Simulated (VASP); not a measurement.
# Ta (P6_3/mmc) in VASP: single point with PBEsol

Aim: the single point of Ta with PBEsol.

All numbers are computed with VASP 6.6.1; they aren't measurements. Logs are shortened: lines on timing, memory, paths and dates and some standing lists are left out, and cuts for length are marked.

### Step 1. The crystal as given

It takes space group P6_3/mmc (No. 194, hexagonal). The conventional cell has a = 2.867 Å, b = 2.867 Å, c = 5.093 Å, α = 90.00°, β = 90.00°, γ = 120.00°. Ta (site symmetry -6m2) has 12 Ta at 2.87 to 3.04 Å as nearest neighbours.

This isn't the form of Ta at room conditions, which is bcc.

### Step 2. Single point, PBEsol, non-collinear spin, zero start, spin-orbit coupling

Contents of INCAR:

```
SYSTEM = Ta
ALGO = Normal ; EDIFF = 1E-7
ENCUT = 520 ; GGA = PS
GGA_COMPAT = .FALSE. ; ISIF = 2
ISMEAR = 0 ; LASPH = .TRUE.
LCHARG = .FALSE. ; LMAXMIX = 4
LORBIT = 11 ; LREAL = .FALSE.
LSORBIT = .TRUE. ; LWAVE = .FALSE.
MAGMOM = 0 0 0 0 0 0 ; NELM = 60
PREC = Accurate ; SIGMA = 0.1
```

Contents of KPOINTS:

```
k-points
0
G
  18 18 10
  0 0 0
```

Contents of POSCAR:

```
Ta
1.0
    2.8669300000      0.0000000000      0.0000000000
   -1.4334700000      2.4828300000      0.0000000000
    0.0000000000      0.0000000000      5.0933200000
Ta
2
Direct
    0.3333300000      0.6666700000      0.2500000000
    0.6666700000      0.3333300000      0.7500000000
```

Potentials or basis: VASP PAW PBE potentials, release 64 (Ta_pv).

On the command line:

```bash
cat potpaw_PBE.64/Ta_pv/POTCAR > POTCAR
mpirun -np 1 vasp_ncl > vasp.out
```

OUTCAR:

```text
SYSTEM = Ta
   EDIFF = 1E-7
   ENCUT = 520
   GGA = PS
   ISIF = 2
   ISMEAR = 0
   LASPH = .TRUE.
   LORBIT = 11
   LREAL = .FALSE.
   LSORBIT = .TRUE.
   NELM = 60
   PREC = Accurate

 ion  position               nearest neighbor table
   1  0.333  0.667  0.250-   2 3.04   2 3.04   2 3.04   2 3.04   2 3.04   2 3.04
   2  0.667  0.333  0.750-   1 3.04   1 3.04   1 3.04   1 3.04   1 3.04   1 3.04

  LATTYP: Found a hexagonal cell.
 ALAT       =     2.8669300000
 C/A-ratio  =     1.7765763378

  Lattice vectors:

 A1 = (   2.8669300000,   0.0000000000,   0.0000000000)
 A2 = (  -1.4334700000,   2.4828300000,   0.0000000000)
 A3 = (   0.0000000000,   0.0000000000,   5.0933200000)

Analysis of symmetry for initial positions (statically):
=====================================================================
 Subroutine PRICEL returns:
 Original cell was already a primitive cell.

 Routine SETGRP: Setting up the symmetry group for a
 hexagonal supercell.

 Subroutine GETGRP returns: Found  8 space group operations
 (whereof  4 operations were pure point group operations)
 out of a pool of 24 trial point group operations.

The static configuration has the point symmetry C_2h.
 The point group associated with its full space group is D_2h.

Analysis of symmetry for dynamics (positions and initial velocities):
=====================================================================
 Subroutine PRICEL returns:
 Original cell was already a primitive cell.

 Routine SETGRP: Setting up the symmetry group for a
 hexagonal supercell.

 Subroutine GETGRP returns: Found  8 space group operations
 (whereof  4 operations were pure point group operations)
 out of a pool of 24 trial point group operations.

The dynamic configuration has the point symmetry C_2h.
 The point group associated with its full space group is D_2h.

Analysis of structural, dynamic, and magnetic symmetry:
=====================================================================
 Subroutine PRICEL returns:
 Original cell was already a primitive cell.

 Routine SETGRP: Setting up the symmetry group for a
 hexagonal supercell.

 Subroutine GETGRP returns: Found  8 space group operations
 (whereof  4 operations were pure point group operations)
 out of a pool of 24 trial point group operations.

The overall configuration has the point symmetry C_2h.
 The point group associated with its full space group is D_2h.

 Subroutine INISYM returns: Found  8 space group operations
 (whereof  4 operations are pure point group operations),
 and found     1 'primitive' translations

----------------------------------------------------------------------------------------

                                     Primitive cell

  volume of cell :      36.2548

  direct lattice vectors                    reciprocal lattice vectors
     2.866930000  0.000000000  0.000000000     0.348805168  0.201383802  0.000000000
    -1.433470000  2.482830000  0.000000000     0.000000000  0.402766198  0.000000000
     0.000000000  0.000000000  5.093320000     0.000000000  0.000000000  0.196335593

  length of vectors
     2.866930000  2.866928853  5.093320000     0.402766037  0.402766198  0.196335593

  position of ions in fractional coordinates (direct lattice)
     0.333330000  0.666670000  0.250000000
     0.666670000  0.333330000  0.750000000

  ion indices of the primitive-cell ions
   primitive index   ion index
                 1           1
                 2           2

----------------------------------------------------------------------------------------

 KPOINTS: k-points

Automatic generation of k-mesh.
 Grid dimensions read from file:
 generate k-points for:   18   18   10

 Generating k-lattice:

  Cartesian coordinates                     Fractional coordinates (reciprocal lattice)
[... 80 lines left out ...]
     AMIX_MAG =   1.60;   BMIX_MAG =  1.00
  volume/ion in A,a.u.               =      18.13       122.33
  Fermi-wavevector in a.u.,A,eV,Ry     =   1.385992  2.619145 26.136434  1.920974
  Thomas-Fermi vector in A             =   2.510350
   LORBIT       =     11    0 simple, 1 ext, 2 COOP (PROOUT), +10 PAW based schemes
   GGA     = PS    functional components
   LHFCALC =     F    Hartree Fock is set to
   AEXX    =    0.0000 exact exchange contribution
   IVDW    =     0    specifies the selected vdW correction
   LEPSILON=     F    determine dielectric tensor
   LRPA    =     F    only Hartree local field effects (RPA)
 Gauss-broadening in eV      SIGMA  =   0.10
  energy-cutoff  :      520.00
  volume of cell :       36.25
 maximum number of plane-waves:      2006
 NGX is ok and might be reduce to    24
   NGX = 11   NGY = 11   NGZ = 19

 number of electron      22.0000000 magnetization       0.0000000      0.0000000      0.0000000

 number of electron      22.0000000 magnetization       0.0000000      0.0000000     -0.0000000

 number of electron      22.0000000 magnetization      -0.0000000     -0.0000000      0.0000000

 Free energy of the ion-electron system (eV)
  ---------------------------------------------------
  ext. energy  EPLUGINS =         0.00000000
  ---------------------------------------------------
  free energy    TOTEN  =       -25.97497254 eV

  energy without entropy =      -25.96200754  energy(sigma->0) =      -25.96849004

 E-fermi :   5.6624     XC(G=0): -12.6844

 val. band max:        5.6622337421   @ k =   0.3333   0.1111   0.3000
 cond. band min:       5.6666828819   @ k =   0.3333  -0.0000   0.2000
 fundamental gap:      0.0044491398
 Fermi energy:         5.6624475837

 k-point     1 :       0.0000    0.0000    0.0000
  band No.  band energies     occupation
      1     -33.4636      1.00000
      2     -33.4636      1.00000
      3     -33.2143      1.00000
      4     -33.2143      1.00000
      5     -26.0643      1.00000
      6     -26.0643      1.00000
[... 781 lines left out ...]
     29       7.7917      0.00000
     30       7.7917      0.00000

 [... further k-points ...]

------------------------ aborting loop because EDIFF is reached ----------------------------------------

  FORCE on cell =-STRESS in cart. coord.  units (eV):
  Direction    XX          YY          ZZ          XY          YZ          ZX
  --------------------------------------------------------------------------------------
  -------------------------------------------------------------------------------------
  Total       -0.0231860     -0.0230174     -0.1438295      0.0001459      0.0000000      0.0000000
  in kB       -1.0246390     -1.0171906     -6.3561399      0.0064495      0.0000000      0.0000000
  external PRESSURE =      -2.7993232 kB  Pullay stress =       0.0000000 kB

 VOLUME and BASIS-vectors are now :
 -----------------------------------------------------------------------------
  energy-cutoff  :      520.00
  volume of cell :       36.25
      direct lattice vectors                 reciprocal lattice vectors
     2.866930000  0.000000000  0.000000000     0.348805168  0.201383802  0.000000000
    -1.433470000  2.482830000  0.000000000     0.000000000  0.402766198  0.000000000
     0.000000000  0.000000000  5.093320000     0.000000000  0.000000000  0.196335593

 POSITION                                       TOTAL-FORCE (eV/Angst)
 -----------------------------------------------------------------------------------
     -0.00002      1.65523      1.27333        -0.000017      0.000010      0.000000
      1.43348      0.82760      3.81999         0.000017     -0.000010     -0.000000
 -----------------------------------------------------------------------------------
    total drift:                                0.000000      0.000000      0.000000

  FREE ENERGIE OF THE ION-ELECTRON SYSTEM (eV)
  ---------------------------------------------------
  free  energy   TOTEN  =       -25.9749725373 eV

  energy  without entropy=      -25.9620075406  energy(sigma->0) =      -25.96849004

 Spin-Orbit-Coupling matrix elements

 Ion:    1  E_soc:     -1.4426219
 l=   1
     0.0000000    -0.2170754    -0.2181289
    -0.2170754     0.0000000    -0.2170753
    -0.2181289    -0.2170753     0.0000000
 l=   2
     0.0000000    -0.0046591     0.0000000    -0.0046590    -0.0184082
    -0.0046591     0.0000000    -0.0140303    -0.0039263    -0.0046590
     0.0000000    -0.0140303     0.0000000    -0.0140303     0.0000000
    -0.0046590    -0.0039263    -0.0140303     0.0000000    -0.0046591
    -0.0184082    -0.0046590     0.0000000    -0.0046591     0.0000000
 l=   3
     0.0000000     0.0000000     0.0000000     0.0000000     0.0000000     0.0000000     0.0000000
     0.0000000     0.0000000     0.0000000     0.0000000     0.0000000     0.0000000     0.0000000
     0.0000000     0.0000000     0.0000000     0.0000000     0.0000000     0.0000000     0.0000000
     0.0000000     0.0000000     0.0000000     0.0000000     0.0000000     0.0000000     0.0000000
     0.0000000     0.0000000     0.0000000     0.0000000     0.0000000     0.0000000     0.0000000
     0.0000000     0.0000000     0.0000000     0.0000000     0.0000000     0.0000000     0.0000000
     0.0000000     0.0000000     0.0000000     0.0000000     0.0000000     0.0000000     0.0000000

 Ion:    2  E_soc:     -1.4426219
 l=   1
     0.0000000    -0.2170754    -0.2181289
    -0.2170754     0.0000000    -0.2170753
    -0.2181289    -0.2170753     0.0000000
 l=   2
     0.0000000    -0.0046591     0.0000000    -0.0046590    -0.0184082
    -0.0046591     0.0000000    -0.0140303    -0.0039263    -0.0046590
     0.0000000    -0.0140303     0.0000000    -0.0140303     0.0000000
    -0.0046590    -0.0039263    -0.0140303     0.0000000    -0.0046591
    -0.0184082    -0.0046590     0.0000000    -0.0046591     0.0000000
 l=   3
     0.0000000     0.0000000     0.0000000     0.0000000     0.0000000     0.0000000     0.0000000
     0.0000000     0.0000000     0.0000000     0.0000000     0.0000000     0.0000000     0.0000000
     0.0000000     0.0000000     0.0000000     0.0000000     0.0000000     0.0000000     0.0000000
     0.0000000     0.0000000     0.0000000     0.0000000     0.0000000     0.0000000     0.0000000
     0.0000000     0.0000000     0.0000000     0.0000000     0.0000000     0.0000000     0.0000000
     0.0000000     0.0000000     0.0000000     0.0000000     0.0000000     0.0000000     0.0000000
     0.0000000     0.0000000     0.0000000     0.0000000     0.0000000     0.0000000     0.0000000

 total charge

# of ion       s       p       d       tot
------------------------------------------
    1        0.381   6.167   2.398   8.945
    2        0.381   6.167   2.398   8.945
--------------------------------------------------
tot          0.762  12.333   4.796  17.891

 magnetization (x)

# of ion       s       p       d       tot
------------------------------------------
    1        0.000   0.000   0.000   0.000
    2        0.000   0.000   0.000   0.000
--------------------------------------------------
tot          0.000   0.000   0.000   0.000

 magnetization (y)

# of ion       s       p       d       tot
------------------------------------------
    1        0.000   0.000   0.000   0.000
    2        0.000   0.000   0.000   0.000
--------------------------------------------------
tot          0.000   0.000   0.000   0.000

 magnetization (z)

# of ion       s       p       d       tot
------------------------------------------
    1        0.000   0.000   0.000   0.000
    2        0.000   0.000   0.000   0.000
--------------------------------------------------
tot          0.000   0.000   0.000   0.000
```

Wall time 19 min (1 thread of Intel Xeon Platinum 8259CL at 2.50GHz (Skylake/Cascade Lake), shared host); peak memory 0.84 GiB.

Results:

```yaml
Free_energy: -25.9750 eV
Pressure: -0.3 GPa
Net_moment: 0.00 μB per cell
Valence_electrons_inside_the_program's_atomic_spheres: Ta 8.95
```

Moments on the atoms (μB; x, y, z):
```
Ta  0.00 0.00 0.00
Ta  0.00 0.00 0.00
```

Caveat: the PAW data sets were made with another functional, which shifts forces and pressure a little.
